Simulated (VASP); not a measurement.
Here is a VASP 6.6.1 calculation.

The input INCAR:

```
PREC = Accurate
ENCUT = 600
EDIFF = 1E-7
ISMEAR = 1
SIGMA = 0.1
LREAL = False
LASPH = True
NELM = 80
ALGO = Normal
ISIF = 3
LWAVE = False
LCHARG = False
GGA = CA
IBRION = 2
NSW = 90
EDIFFG = -0.005
```

Contents of KPOINTS:

```
Automatic mesh
0
Gamma
  14 14 14
```

POSCAR

```
LuH2                                    
1.0
   -0.0000000000      2.4605394701      2.4605394701
    2.4605394701     -0.0000000000      2.4605394701
    2.4605394701      2.4605394701      0.0000000000
  Lu              H             
     1     2
Direct
     0.0000000000000000    0.0000000000000000    0.0000000000000000
     0.2500000000000000    0.2500000000000000    0.2500000000000000
     0.7500000000000000    0.7500000000000000    0.7500000000000000
```

Potentials or basis: VASP PAW PBE potentials, release 64 (Lu, H).

The run is started by

```console
$ cat potpaw_PBE.64/Lu/POTCAR potpaw_PBE.64/H/POTCAR > POTCAR
$ mpirun -np 1 vasp_std > vasp.out
```

Predict the band gap on the k mesh.

none (metal or under the smearing width).

Final structure:
```
CELL_PARAMETERS angstrom
0.00000 2.46054 2.46054
2.46054 0.00000 2.46054
2.46054 2.46054 0.00000
ATOMIC_POSITIONS crystal
Lu 0.00000 0.00000 0.00000
H 0.25000 0.25000 0.25000
H 0.75000 0.75000 0.75000
```

Caveat: the relaxation stopped at its first step, so nothing moved. Spin-orbit coupling is left out, which matters for the levels of Lu.
